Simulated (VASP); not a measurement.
BrRb: atomic charges with PBE+TS

The system is BrRb, in a box.

```xyz
2
Lattice="9.0000 0.0000 0.0000 0.0000 9.0000 0.0000 0.0000 0.0000 12.0000" Properties=species:S:1:pos:R:3 pbc="T T T"
Br    4.5130    4.5210    4.5616
Rb    4.5130    4.5210    7.5064
```

* Program: VASP 6.6.1
* Task: atomic charges
* Functional: PBE
* Dispersion: TS
* Potentials or basis: VASP PAW PBE potentials, release 64 (Br, Rb_sv)
* Cutoff: 520 eV
* k mesh: 1 × 1 × 1
* Occupations: gaussian, width 0.01 eV
* Spin: no spin polarisation
* Further INCAR settings: ALGO = Fast; EDIFF = 1e-06

* Largest force: 0.109 eV/Å
* Gap between the frontier levels: 2.75 eV
* Valence electrons inside the program's atomic spheres: Br 4.87; Rb 7.31
* Hirshfeld charges: Br -0.60; Rb +0.60 e
* Dispersion energy per atom: -0.009 eV

Forces in eV/Å, atoms in the order of the input:
```
Br   0.000  0.000 -0.109
Rb   0.000  0.000  0.109
```

Levels at points of the mesh, in eV from the valence-band top:
| k point | band 5 | band 6 | band 7 | band 8 | band 9 | band 10 | band 11 | band 12 |
| --- | --- | --- | --- | --- | --- | --- | --- | --- |
| (0.00, 0.00, 0.00) | -10.99 | -0.23 | 0.00 | 0.00 | 2.75 | 4.49 | 4.76 | 4.97 |

It took 49 s on 1 thread of Intel(R) Xeon(R) 6975P-C (Granite Rapids), with other jobs on the host, peak memory 0.83 GiB.

A hybrid or GW would open this gap; PBE tends to underestimate it.
